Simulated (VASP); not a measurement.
Crystal: AlPt.

```
CELL_PARAMETERS angstrom
4.86785 0.00000 0.00000
0.00000 4.86785 0.00000
0.00000 0.00000 4.86785
ATOMIC_POSITIONS crystal
Al 0.84415 0.84415 0.84415
Al 0.65585 0.15585 0.34415
Al 0.34415 0.65585 0.15585
Al 0.15585 0.34415 0.65585
Pt 0.15404 0.15404 0.15404
Pt 0.34596 0.84596 0.65404
Pt 0.65404 0.34596 0.84596
Pt 0.84596 0.65404 0.34596
```

The cell is a database's computed one.

Base run:

| Quantity | Value |
| --- | --- |
| Program | VASP 6.6.1 |
| Functional | PBEsol |
| Potentials or basis | VASP PAW PBE potentials, release 64 (Al, Pt) |
| Cutoff | 520 eV |
| k mesh | 8 × 8 × 8 |
| Occupations | methfessel-paxton, width 0.1 eV |
| Spin | no spin polarisation |

Its results: pressure 0.0 GPa.

After a change of settings the same cell gave: pressure 1.2 GPa. Which change was it?
A. spin from no spin polarisation to spin-orbit coupling, no magnetisation; further incar settings from ALGO = Fast; EDIFF = 1e-07; NBANDS = 36 to ALGO = Fast; EDIFF = 1e-07; NBANDS = 70
B. functional from PBEsol to LDA; potentials or basis from VASP PAW PBE potentials, release 64 (Al, Pt) to VASP PAW LDA potentials, release 64 (Al, Pt)
C. functional from PBEsol to r2SCAN; further incar settings from ALGO = Fast; EDIFF = 1e-07; NBANDS = 36 to ALGO = Normal; EDIFF = 1e-07; NBANDS = 36

C.

Caveats: the PAW data sets were made with another functional, which shifts forces and pressure a little.
